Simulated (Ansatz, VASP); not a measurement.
Given: the input of a run of VASP 6.6.1 on WC (Qusongite). 

The input INCAR:

```
PREC     = Accurate       # precision mode
ENCUT    = 600            # plane-wave cutoff, eV
EDIFF    = 1E-7           # SCF threshold, eV
ISMEAR   = -1             # smearing method
SIGMA    = 0.05           # smearing width, eV
LREAL    = False          # projectors in reciprocal space
LASPH    = True           # aspherical terms in the spheres
NELM     = 100            # most SCF steps
ALGO     = Normal         # electronic algorithm
ISIF     = 3              # what is computed and relaxed
LWAVE    = False          # write WAVECAR
LCHARG   = False          # write CHGCAR
GGA      = B5             # functional
ALDAX    = 1.0          
AGGAX    = 1.0          
AGGAC    = 1.0          
ALDAC    = 0.0          
IVDW     = 12             # dispersion correction
VDW_S6   = 1.0          
VDW_S8   = 2.6996       
VDW_A1   = 0.4298       
VDW_A2   = 4.2359       
IBRION   = 2              # ionic algorithm
NSW      = 60             # ionic steps
EDIFFG   = -0.005         # ionic threshold
```

Contents of KPOINTS:

```
regular mesh
0
Gamma
  10 10 9
```

POSCAR

```
WC
1.0
    2.9065000000      0.0000000000      0.0000000000
   -1.4532500000      2.5171028361      0.0000000000
    0.0000000000      0.0000000000      2.8366000000
W C
1 1
Direct
    0.0000000000      0.0000000000      0.0000000000
    0.6666666667      0.3333333333      0.5000000000
```

Potentials or basis: VASP PAW PBE potentials, release 64 (W_sv, C).

Launch:

```sh
$ cat potpaw_PBE.64/W_sv/POTCAR potpaw_PBE.64/C/POTCAR > POTCAR
$ mpirun -np 1 vasp_std > vasp.out
```

Problem. What does the same run look like in Ansatz 0.2.0? Potentials or basis there: all-electron LAPW, scalar-relativistic.

Solution. As run (cutoffs and basis follow the program's own potentials, and thresholds, step limits or extra output files can differ):

The input input.yaml:

```yaml
crystal:
  lattice:
    - [2.9065, 0.0, 0.0]
    - [-1.45325, 2.5171028361, 0.0]
    - [0.0, 0.0, 2.8366]
  atoms:
    - { symbol: W, position: [0.0, 0.0, 0.0] }
    - { symbol: C, position: [0.6666666667, 0.3333333333, 0.5] }
kpoints:
  mp_grid: { grid: [10, 10, 9] }
scf:
  occupations: { method: fermi_dirac, width: 0.05 }
hamiltonian:
  xc: blyp
  dispersion: d3bj
  pseudopotentials: { kind: all_electron, lapw: { basis_error: 0.001 } }
output:
  forces: true
  stress: true
relax:
  f_tol: 0.02
  max_steps: 60
  cell: {}
```

Potentials or basis: all-electron LAPW, scalar-relativistic.

Run with:

```sh
$ ansatz run input.yaml --threads 1 --pin off --max-ram 3072MiB --backend cpu --events-out ev --progress --plain --runs-dir out
```

Both were run:

|  | VASP | Ansatz |
| --- | --- | --- |
| Relaxed volume | 10.48 Å³/atom | 10.42 Å³/atom |
| Relaxed cell | a = 2.917 Å, b = 2.917 Å, c = 2.844 Å, α = 90.00°, β = 90.00°, γ = 120.00° | a = 2.911 Å, b = 2.911 Å, c = 2.838 Å, α = 90.00°, β = 90.00°, γ = 120.00° |
| Space group after relaxing | P-6m2 (No. 187) | P-6m2 (No. 187) |
| Pressure after relaxing | 0.0 GPa | 0.0 GPa |

VASP's potentials were made for PBE.

Where Ansatz's input types no cutoff or centring, it takes its own default and a Γ-centred mesh.

Pressure is positive in compression.
